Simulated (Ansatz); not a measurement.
Crystal: HgTe.

```
Hg Te
1.0
    -3.04560    3.04560    1.55941
     3.04560   -3.04560    1.55941
     3.04560    3.04560   -1.55941
Hg Te
1 1
Direct
  0.75000 0.25000 0.50000
  0.00000 0.00000 0.00000
```

Measurements of this composition are mostly on another form, of space group No. 216.

| Property | Result |
| --- | --- |
| Program | Ansatz 0.2.0 |
| Task | relaxation of cell and atoms |
| Functional | PBEsol |
| Potentials or basis | Ansatz PAW |
| Cutoff | 420 eV (not typed: the program's choice for these potentials) |
| k mesh | 10 × 10 × 10 |
| Occupations | fermi-dirac, width 0.05 eV |
| Spin | no spin polarisation |

At the start: volume 28.93 Å³/atom.

Question: Where does the relaxation end?

Answer: It ends after 6 steps and the volume is 26.60 Å³/atom (-8.0 %); space group I-4m2 (No. 119, to 0.05 Å).

The path:
```csv
step,energy change (eV),largest force (eV/Å),volume (Å³)
1,0.0000,0.0000,57.86
2,-0.0995,0.0000,52.61
3,-0.1074,0.0000,52.60
4,-0.1095,0.0000,53.41
5,-0.1097,0.0000,53.21
6,-0.1087,0.0000,53.21
```

Final structure:
```cif
data_structure
_symmetry_space_group_name_H-M 'P 1'
_symmetry_Int_Tables_number 1
_cell_length_a 4.3820
_cell_length_b 4.3820
_cell_length_c 4.3820
_cell_angle_alpha 97.642
_cell_angle_beta 97.642
_cell_angle_gamma 137.227
_cell_volume 53.21
loop_
_atom_site_label
_atom_site_type_symbol
_atom_site_fract_x
_atom_site_fract_y
_atom_site_fract_z
_atom_site_occupancy
Hg1 Hg 0.75000 0.25000 0.50000 1
Te1 Te 0.00000 0.00000 0.00000 1
```

Caveat: the plane-wave basis is chosen anew once the cell has moved, so the energies of steps on either side of that aren't comparable; the PAW data sets come from PBE, with cores solved anew for the run's functional, which leaves a small shift of forces and pressure.
